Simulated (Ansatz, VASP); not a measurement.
## One calculation of BeTe, two programs

Contents of INCAR:

```
ALGO = Normal
EDIFF = 1E-7
ENCUT = 520
ISIF = 2
ISMEAR = 0
LASPH = T
LCHARG = T
LELF = T
LREAL = F
LVHAR = T
LWAVE = F
NBANDS = 11
NELM = 60
PREC = Accurate
SIGMA = 0.05
```

KPOINTS

```
k-points
0
Gamma
  8 8 8
```

Contents of POSCAR:

```
BeTe
1.0
    0.0000000000      2.6592000000      2.8808000000
    2.6592000000      0.0000000000      2.8808000000
    2.6592000000      2.6592000000      0.0000000000
Be Te
1 1
Direct
    0.0000000000      0.0000000000      0.0000000000
    0.7500000000      0.7500000000      0.7500000000
```

Input for Ansatz:

```yaml
crystal:
  lattice:
    - [0.0, 2.6592, 2.8808]
    - [2.6592, 0.0, 2.8808]
    - [2.6592, 2.6592, 0.0]
  atoms:
    - { symbol: Be, position: [0.0, 0.0, 0.0] }
    - { symbol: Te, position: [0.75, 0.75, 0.75] }
basis:
  ecutwfc: 420
kpoints:
  mp_grid: { grid: [8, 8, 8] }
hamiltonian:
  xc: lda
scf:
  occupations: { method: gaussian, width: 0.05 }
output:
  forces: true
  stress: true
  eigenvalues: true
```

Change from the starting cell: strain -0.040 along x and y, +0.040 along z, atoms carried along.

Alike in both runs: task single point; functional LDA; k mesh 8 × 8 × 8; occupations gaussian, width 0.05 eV; no spin polarisation.

```csv
,VASP,Ansatz
version,VASP 6.6.1,Ansatz 0.2.0
potentials or method,"VASP PAW LDA potentials, release 64 (Be, Te)","scalar-relativistic, plane waves, PAW"
plane-wave cutoff (eV),520,420
valence electrons in the cell,8,18
```

Ansatz gave:

* gap on the k mesh at the Fermi level (eV): 1.30
* least direct gap on the mesh (eV): 3.35
* pressure (GPa): 3.5
* largest component of the traceless stress (GPa): 4.04

Estimate VASP's values.

gap on the k mesh at the Fermi level (eV): 1.28; least direct gap on the mesh (eV): 3.31; pressure (GPa): 3.8; largest component of the traceless stress (GPa): 4.03.

The two sets of potentials don't hold the same shells in valence.

Caveats: spin-orbit coupling is left out, which moves the levels of the heavy elements. A k mesh can miss the band edges.
